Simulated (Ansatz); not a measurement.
# Sn2HO2: a series of runs

A sequence of runs on Sn2HO2, in the order made. Open shells can settle in several states, so each run is read by itself.

Program: Ansatz 0.2.0. Level of theory: DFT PBE+D3(BJ), scalar-relativistic, plane waves, PAW. These are calculated values, not measurements.

2 further runs of the same task are left out: 2 set aside as unsound or not needed.

## (1) The system as given

The structure is tetragonal, space group P4mm (No. 99). Conventional cell: a = 3.820 Å, b = 3.820 Å, c = 17.863 Å, α = 90.00°, β = 90.00°, γ = 90.00°. Around Sn (site symmetry 4mm) lie 4 O at 2.25 Å and 1 H at 2.50 Å. O (site symmetry 2mm) is surrounded by 4 Sn at 2.25 Å. Sn (site symmetry 4mm) is surrounded by 4 O at 2.25 Å. Around H (site symmetry 4mm) lie 4 O at 2.32 Å and 1 Sn at 2.50 Å.

As a file:

```
Sn O H
1.0
     3.82015    0.00030    0.00000
    -0.00031    3.82015    0.00000
     0.00000    0.00000   17.86304
Sn O H
2 2 1
Cartesian
  3.8196 3.8202 4.0000
  1.9097 1.9100 6.3630
  3.8198 1.9102 5.1815
  1.9096 3.8201 5.1815
  3.8196 3.8202 6.5030
```

## (2) H at a grid point over the surface, its height relaxed

The input, input.yaml:

```yaml
crystal:
  lattice:
    - [3.82015263, 0.0002954461, 0.0]
    - [-0.0003145178, 3.8201526285, 0.0]
    - [0.0, 0.0, 17.8630377374]
  atoms:
    - { symbol: Sn, position: [0.9999452828, 0.9999452828, 0.223926079] }
    - { symbol: O, position: [0.9999460977, 0.4999460977, 0.2900693009] }
    - { symbol: O, position: [0.4999460977, 0.9999460977, 0.2900693009] }
    - { symbol: Sn, position: [0.4999452828, 0.4999452828, 0.3562125228] }
    - { symbol: H, position: [0.9999452828, 0.9999452828, 0.3640499356], spin: 1.0 }
basis:
  ecutwfc: 420
kpoints:
  mp_grid: { grid: [7, 7, 1] }
hamiltonian:
  xc: pbe
  pseudopotentials: { kind: paw, azcp: { folder: soft_1 } }
  dispersion: d3bj
scf:
  occupations: { method: gaussian, width: 0.05 }
output:
  forces: true
  eigenvalues: true
  populations: true
magnetization:
  spin_polarized: true
relax:
  adjacent_minimum: "off"
  f_tol: 0.025
  max_steps: 16
  constraints: [{ sites: [0, 1, 2, 3] }, { sites: [4], fix: xy }]
efield:
  axis: 3
  dipole_correction: true
  ramp_width: 0.04
```

Started as:

```console
ansatz run input.yaml --threads 1 --pin off --max-ram 3072MiB --backend cpu --events-out ev --progress --plain --runs-dir out
```

What it wrote, cut to the lines that bear on the results:

```text
Warning: the atoms were moved onto the symmetric positions of the space group found under crystal.symmetry.tolerance 1.0e-5 (fractional; no operation is sought that the atoms, as they stand in a round, miss by more than twice it, and no atom is moved by as much as it), and the run uses [...]
Warning: RAYON_NUM_THREADS=1 ignored (pool sized by the plan → 1); use --threads N
[...]
Pseudopotentials: kind: paw
Pseudopotential: Sn, paw, valence charge 14, recommended cutoff 420 eV (normal), <dir>
Pseudopotential: O, paw, valence charge 6, recommended cutoff 420 eV (normal), <dir>
Pseudopotential: H, paw, valence charge 1, recommended cutoff 420 eV (normal), <dir>
Functional definition: PBE
[...]
Crystal: 5 atoms, lattice volume = 260.685 Å³
Basis set: ecut = 420 eV, 5099 PW (Γ), exchange–correlation on 54×54×240 points (8 copies of the dense FFT grid, shifted against one another)
Bands: 26, of which v1, the nominal top of the filled ones, is band 21 counted from 1 (20 counted from 0)
Symmetry: 8 space group operations
k-points: 10 of 49
[...]
Starting moments: Σ|m| = 1 μB on 1 of 5 sites
[...]
SCF iter   1: F=—  HF=-13201.507056 eV  |F-HF|=—  |Δ(HF+E_count)|=         —  Δρ=3.78e-2 (↑3.78e-2 ↓3.50e-2)  dr2=1.65e1  dr2_m=7.94e-3  M=1.000 μB ∫|m|=1.003 μB  β_m=0.30  ethr=3.10e-3  p=-0.000 e·Å  D=-3.02e-6 V/Å  ΔV_dip=0.00 eV  dr2_dipole=1.83e-5  V_vac-E_F(+/−)=6.60/6.60 eV  [...]
spin=Collinear: Resta preconditioning applied to the charge; magnetization (m = ρ↑ − ρ↓) channel mixes plain (no charge-response kernel on spin).
[...]
WARN: the starting moments were not kept: the SCF closed with an absolute magnetisation of 3.2e-4 μB, where they sum to 1 μB in size (1 site). That is at most 0.1 of that sum. Measured as dr2_m measures the in/out step, that magnetisation stands 4.5e-8 eV from none, at or under the [...]
Per-site moments (μB) at R_I (Å): [(-1.4452883163622435e-7, 0.9264623630580826), (-2.6572725338839832e-6, 0.9264623630580825), (-2.6572725338143546e-6, 0.9264623630580823), (1.8471466803715125e-6, 0.9264623630580823), (3.4593296457044384e-5, 1.186290810972211)]
Free energy (F): -13197.934314 eV
[...]
E sigma→0 (E₀):  -13197.933719 eV
Entropy (-TS):   -0.001188 eV (-0.238 meV/atom)
Fermi energy:    -1.457094 eV
Dipole field:    D = -0.062732 V/Å  (p = -0.090374 e·Å, saw-weighted, corrected)
Work function:   Φ+ = 6.0115 eV   Φ− = 4.8910 eV
Levels:          The Fermi level and band energies are counted from a zero that moves with the ramp; work functions are not
[...]
--- Forces (eV/Å), atoms counted from 1 ---
  atom   1  Sn    -0.00000000     0.00000000     0.31179516
  atom   2  O     -0.00000000     0.00000000    -0.32110085
  atom   3  O     -0.00000000     0.00000000    -0.32110085
  atom   4  Sn     0.00000000    -0.00000000     0.32084050
  atom   5  H     -0.00000000     0.00000000     0.00955950
[...]
--- Band table (eV; the first three rows and the last of 20) ---
[... band rows left out ...]
[...]
--- Relaxed structure (7 steps of the walk, 7 accepted, 0 SCFs on fresh bases) ---
  F+E_penalty+E_count = -13197.93431361 eV   max|allowed force component| = 9.559e-3 eV/Å
  atoms:
    - { symbol: Sn, position: [0.9999456087599999, 0.9999456087599999, 0.223926079] }
    - { symbol: O, position: [0.99994560876, 0.49994560876, 0.2900693009] }
    - { symbol: O, position: [0.49994560876000005, 0.9999456087599999, 0.2900693009] }
    - { symbol: Sn, position: [0.49994560876, 0.49994560876000005, 0.3562125228] }
    - { symbol: H, position: [0.9999456087599999, 0.9999456087599999, 0.41145489737018165] }
--- Löwdin populations: 5 sites ---
  site symbol       q [e]    m [muB]
     0     Sn     13.1730    -0.0000
     1      O      6.7524    -0.0000
     2      O      6.7524    -0.0000
     3     Sn     13.0071     0.0000
     4      H      1.1828     0.0000
  spilling = 0.003228 (of n_electrons = 41.000000)
```

Caution: the run may have ended on a state that is not the lowest.

Run time: 62 s. Hardware: 1 thread of AMD EPYC 9R45 (Zen 5), shared host; peak memory 0.64 GiB.

## (3) H at a grid point over the surface, its height relaxed

input.yaml, as its differences from that of step 2:

```diff
@@ -10,3 +10,3 @@
     - { symbol: Sn, position: [0.4999452828, 0.4999452828, 0.3562125228] }
-    - { symbol: H, position: [0.9999452828, 0.9999452828, 0.3640499356], spin: 1.0 }
+    - { symbol: H, position: [0.7499452828, 0.8749452828, 0.3151446126], spin: 1.0 }
 basis:
```

Started as:

```console
ansatz run input.yaml --threads 1 --pin off --max-ram 3072MiB --backend cpu --events-out ev --progress --plain --runs-dir out
```

What it wrote, cut to the lines that bear on the results:

```text
Warning: RAYON_NUM_THREADS=1 ignored (pool sized by the plan → 1); use --threads N
[...]
[... 5 set-up lines as earlier in the session ...]
[...]
Crystal: 5 atoms, lattice volume = 260.685 Å³
Basis set: ecut = 420 eV, 5099 PW (Γ), exchange–correlation on 54×54×240 points (8 copies of the dense FFT grid, shifted against one another)
Bands: 26, of which v1, the nominal top of the filled ones, is band 21 counted from 1 (20 counted from 0)
Symmetry: 1 space group operations
k-points: 25 of 49 (time reversal used)
[...]
Starting moments: Σ|m| = 1 μB on 1 of 5 sites
[...]
WARN: the starting moments were not kept: the SCF closed with an absolute magnetisation of 2.3e-5 μB, where they sum to 1 μB in size (1 site). That is at most 0.1 of that sum. Measured as dr2_m measures the in/out step, that magnetisation stands 9.5e-11 eV from none, at or under the [...]
  atom   2  O      0.00052462    -0.02910725     0.03499597
  atom   3  O     -0.32241196    -0.05056875    -0.70948388
  atom   4  Sn     0.65371631     0.17412183     0.52260059
  atom   5  H     -0.36032973    -0.06892020    -0.01717808
[...]
--- Band table (eV; the first three rows and the last of 50) ---
[... band rows left out ...]
[...]
--- Relaxed structure (11 steps of the walk, 11 accepted, 0 SCFs on fresh bases) ---
  F+E_penalty+E_count = -13198.27920724 eV   max|allowed force component| = 1.718e-2 eV/Å
  atoms:
    - { symbol: Sn, position: [0.9999452827999998, 0.9999452827999998, 0.22392607899999997] }
    - { symbol: O, position: [0.9999460976999999, 0.49994609769999987, 0.2900693009] }
    - { symbol: O, position: [0.4999460977, 0.9999460976999999, 0.2900693009] }
    - { symbol: Sn, position: [0.49994528279999995, 0.49994528279999995, 0.35621252279999993] }
    - { symbol: H, position: [0.7499452828, 0.8749452827999998, 0.4178357367058511] }
--- Löwdin populations: 5 sites ---
  site symbol       q [e]    m [muB]
     0     Sn     13.1617    -0.0002
     1      O      6.7490     0.0108
     2      O      6.7654     0.0090
     3     Sn     13.0149     0.0436
     4      H      1.1657     0.0420
  spilling = 0.003495 (of n_electrons = 41.000000)
```

Caution: the run may have ended on a state that is not the lowest.

Wall time 6.1 min (1 thread of AMD EPYC 9R45 (Zen 5), shared host); peak memory 1 GiB.

[end of part 1 of 2]
